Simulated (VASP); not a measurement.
CoO under changes of volume

One of the cells (9.878 Å³/atom); the others are scaled copies at fixed shape and fractional positions:

```
Co O
1.0
     0.00000    2.14562    2.14562
     2.14562    0.00000    2.14562
     2.14562    2.14562    0.00000
Co O
1 1
Direct
  0.00000 0.00000 0.00000
  0.50000 0.50000 0.50000
```

| Item | Value |
| --- | --- |
| Program | VASP 6.6.1 |
| Functional | PBEsol |
| Potentials or basis | VASP PAW PBE potentials, release 64 (Co, O) |
| Cutoff | 520 eV |
| k mesh | 11 × 11 × 11 |
| Occupations | fermi-dirac, width 0.05 eV |
| Spin | collinear spin, ferromagnetic start |
| Starting moments | [2.0, 0.0] μB |

```csv
volume (Å³/atom),energy over the lowest point (meV/atom),pressure (GPa),moment (μB per cell)
9.103,0.00,-1.2,2.78
9.297,3.39,-4.9,2.84
9.490,11.24,-8.3,2.89
9.878,38.06,-14.1,2.97
10.071,56.56,-16.8,2.98
10.265,?,?,?
```

Task: What does the run at 10.265 Å³/atom give?

Result: Energy over the lowest point 78.19 meV/atom; pressure -19.2 GPa; moment 2.99 μB per cell.

Worked out: A Birch-Murnaghan fit of order 3 (a polynomial in V^(-2/3)) to the other rows has its minimum at 9.05 Å³/atom, just outside them, with B0 = V·E''(V) = 185 GPa and B' = 3.1. It gives 78.09 meV/atom at 10.265 Å³/atom, against the run's 78.19, and -dE/dV = -19.0 GPa, against -19.2. A parabola through the other rows of the moment, of slope 0.0139 μB per Å³/atom there, extrapolates to 2.99 μB, against the run's 2.99.

Energies are extrapolated to zero smearing.

Caveats: the PAW data sets were made with another functional, which shifts forces and pressure a little; a cell with one magnetic atom can't hold antiferromagnetic order, which such compounds often take.
